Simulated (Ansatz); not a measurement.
## SnTe under changes of volume

One of the cells (31.281 Å³/atom); the others are scaled copies at fixed shape and fractional positions:

```xyz
2
Lattice="0.0000 3.1509 3.1509 3.1509 0.0000 3.1509 3.1509 3.1509 0.0000" Properties=species:S:1:pos:R:3 pbc="T T T"
Te    3.1509    3.1509    3.1509
Sn    0.0000    0.0000    0.0000
```

| Item | Value |
| --- | --- |
| Program | Ansatz 0.2.0 |
| Functional | PBE |
| Potentials or basis | all-electron LAPW, scalar-relativistic |
| Cutoff | 201 eV (chosen from the basis error) |
| Basis error allowed | 0.0005 eV/atom |
| k mesh | 7 × 7 × 7 |
| Occupations | fermi-dirac, width 0.05 eV |
| Spin | no spin polarisation |

| volume (Å³/atom) | energy over the lowest point (meV/atom) | pressure (GPa) |
| --- | --- | --- |
| 29.404 | 55.92 | 5.7 |
| 30.030 | 36.07 | 4.4 |
| 30.656 | 21.03 | 3.3 |
| 31.281 | ? | ? |
| 31.907 | 3.48 | 1.3 |
| 32.532 | 0.16 | 0.4 |
| 33.158 | 0.00 | -0.3 |

Q: What does the run at 31.281 Å³/atom give?

A: Energy over the lowest point 10.31 meV/atom; pressure 2.2 GPa.

Worked out: A Birch-Murnaghan fit of order 3 (a polynomial in V^(-2/3)) to the other rows has its minimum at 32.88 Å³/atom with B0 = V·E''(V) = 40 GPa and B' = 4.4. It gives 10.32 meV/atom at 31.281 Å³/atom, against the run's 10.31, and -dE/dV = 2.2 GPa, against 2.2.

Energies are extrapolated to zero smearing.
